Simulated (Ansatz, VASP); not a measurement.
**AlN in VASP and in Ansatz**

```
Al N
1.0
     3.08862    0.00000   -0.15443
    -1.54431    2.67482    0.07722
    -0.24718    0.00000    5.14133
Al N
2 2
Cartesian
  0.0164 1.7828 0.0260
  1.4371 0.8920 2.5194
  -0.1115 1.7897 1.9534
  1.3092 0.8851 4.4469
```

Change from the starting cell: engineering shear strain xz -0.1000, normal strain along z +0.0400.

Alike in both runs: functional LDA; k mesh 9 × 9 × 6; occupations gaussian, width 0.05 eV; no spin polarisation.

Ansatz relaxed the structure, and its values are those at the end. VASP's run is a single point on that final structure, the one shown.

|  | VASP | Ansatz |
| --- | --- | --- |
| version | VASP 6.6.1 | Ansatz 0.2.0 |
| potentials or method | VASP PAW LDA potentials, release 64 (Al, N) | scalar-relativistic, plane waves, PAW |
| plane-wave cutoff (eV) | 520 | 520 |
| valence electrons in the cell | 16 | 16 |

```csv
,VASP,Ansatz,Ansatz less VASP
gap on the k mesh at the Fermi level (eV),3.84,3.83,-0.005
least direct gap on the mesh (eV),3.84,3.83,-0.005
pressure (GPa),-6.7,-7.2,-0.53
rms of the force components (eV/Å),0.010,0.004,-0.0059
```

Ansatz warned: «pseudo_functional_mismatch».
